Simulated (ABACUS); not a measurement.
The system is SiO2.

```
CELL_PARAMETERS angstrom
4.97559 0.00000 0.00000
0.00000 4.97559 0.00000
0.00000 0.00000 6.90089
ATOMIC_POSITIONS crystal
Si 0.80325 0.80325 0.50000
Si 0.69675 0.30325 0.25000
Si 0.30325 0.69675 0.75000
Si 0.19675 0.19675 0.00000
O 0.76176 0.11039 0.43204
O 0.88961 0.23824 0.06796
O 0.11039 0.76176 0.56796
O 0.26176 0.38961 0.81796
O 0.23824 0.88961 0.93204
O 0.73824 0.61039 0.31796
O 0.38961 0.26176 0.18204
O 0.61039 0.73824 0.68204
```

The cell comes from a database or a generator and needn't be the stable form of this composition.

Program: ABACUS 3.10.1. Alike in all runs: task single point; no spin polarisation; cell as given; smearing fermi-dirac 0.05 eV.

Q: Order these runs on this cell by their pressure, lowest first.
A. level LDA; potentials or basis PseudoDojo NC SR 0.4.1 LDA standard, plane waves; k mesh 5 × 5 × 3; cutoff (eV) 1143; SCF threshold on the density 1e-08; eigensolver dav
B. level RPBE+D3(BJ)+ABC; potentials or basis PseudoDojo NC SR 0.4.1 PBE standard, DZP LCAO (the cutoffs set its grid); k mesh 6 × 6 × 4; cutoff (eV) 1361; SCF threshold on the density 1e-07; eigensolver genelpa
C. level RPBE; potentials or basis PseudoDojo NC SR 0.4.1 PBE standard, DZP LCAO (the cutoffs set its grid); k mesh 6 × 6 × 4; cutoff (eV) 1361; SCF threshold on the density 1e-07; eigensolver genelpa
D. level RPBE+D3; potentials or basis PseudoDojo NC SR 0.4.1 PBE standard, DZP LCAO (the cutoffs set its grid); k mesh 6 × 6 × 4; cutoff (eV) 1361; SCF threshold on the density 1e-07; eigensolver genelpa

A: A (-2.9 GPa), B (4.6 GPa), D (7.3 GPa), C (9.4 GPa).

Caveats: the atomic orbitals were generated for these runs and aren't a published set (some runs); the potentials were made for another functional, which shifts forces and pressure (some runs); the basis of atomic orbitals isn't converged, which shifts pressures, moduli and gaps (some runs); there are fewer bands than atomic start orbitals, so a level may be missed at k points of high symmetry (some runs).
